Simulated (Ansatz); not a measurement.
# BaS in the PbO-type structure

The computed numbers are results of PBEsol, scalar-relativistic (no spin polarisation) in the plane-wave PAW code Ansatz at 420 eV, 6×6×8 k-mesh, Gaussian smearing of 0.05 eV. The datasets are Ansatz's generated set soft_2.

```yaml
crystal:
  lattice:
    - [5.34207, 0.00000, 0.00000]
    - [0.00000, 5.34207, 0.00000]
    - [0.00000, 0.00000, 3.80883]
  atoms:
    - { symbol: Ba, position: [0.50000, 0.00000, 0.42636] }
    - { symbol: Ba, position: [0.00000, 0.50000, 0.57364] }
    - { symbol: S, position: [0.00000, 0.00000, 0.00000] }
    - { symbol: S, position: [0.50000, 0.50000, 0.00000] }
```

The start was a prototype's sites filled with these elements. The Crystallography Open Database lists the compound in space group Fm-3m (rock salt), so this is a trial structure.

Path: Γ–X–M–Γ–Z–R–A–Z | X–R | M–A, with Γ = (0.000, 0.000, 0.000), X = (0.000, 0.500, 0.000), M = (0.500, 0.500, 0.000), Z = (0.000, 0.000, 0.500), R = (0.000, 0.500, 0.500), A = (0.500, 0.500, 0.500) in reciprocal vectors of the calculation's cell.

Task: Is it a metal or an insulator, and if it has a gap, where are the band edges on this path?

Result: An insulator with a gap of 1.56 eV on the path, the valence band topping between M and Γ and the conduction band bottoming at Γ; the smallest direct gap is 1.59 eV.

Bands as a text map, energy in eV from the Fermi level (dashes), each leg drawn with the same width:
```
  3.71 |  *  *****        *    *        *  *** *** **     **    ***    *** 
  3.43 | *  *  **           * *  *       ***  **  *** *   *********       *
  3.14 |* **             * * ** *         * *   *  *                    *  
  2.86 |**    *             **           *   *   **  *       *           **
  2.57 |     *                          *     *                            
  2.29 |    *****       ***    **     **       *    ****  ***        ***   
  2.00 | **** *  *******   ** *    ***          *   *   **         **   *  
  1.71 |*    *         **    * *  *              ***                     **
  1.43 |   **            * *     *                                         
  1.14 | ***              *** * *                                          
  0.86 |**                  ****                                           
  0.57 |                                                                   
  0.29 |                                                                   
  0.00 |-------------------------------------------------------------------
 -0.29 |                                                                   
 -0.57 |                                                                   
 -0.86 |*****             ******                 ****                    **
 -1.14 |************    ******* **     ***     **  * **   **          ***  
 -1.43 |   * **    *******    *   *****   * ***        ***  *      ***     
 -1.71 |     ******     ** *   *      **   *        * **  **** ****   *    
 -2.00 |*****             *****         * *     ******       **        ****
 -2.29 |  ** *            **   **        *    **** ***       **         ** 
 -2.57 |    *****         *     *       * * ****    ***   ***  ***         
 -2.86 |         *       *       *     * *****       **          **    *   
 -3.14 |          *     **        *   * **            **              *    
 -3.43 |           **   *          *****              ****           *     
 -3.71 |             ***            ***                 **         **      
 -4.00 |                                                                   
        Γ      X      M      Γ      Z      R      A      ZX       RM      A
```

Formal charges Ba²⁺, S²⁻ balance and leave closed shells on every ion, so a band insulator is expected, and the gap is 1.56 eV.

Kohn–Sham gaps of semilocal functionals lie under measured ones, often by a third or more. These numbers lack spin–orbit coupling.
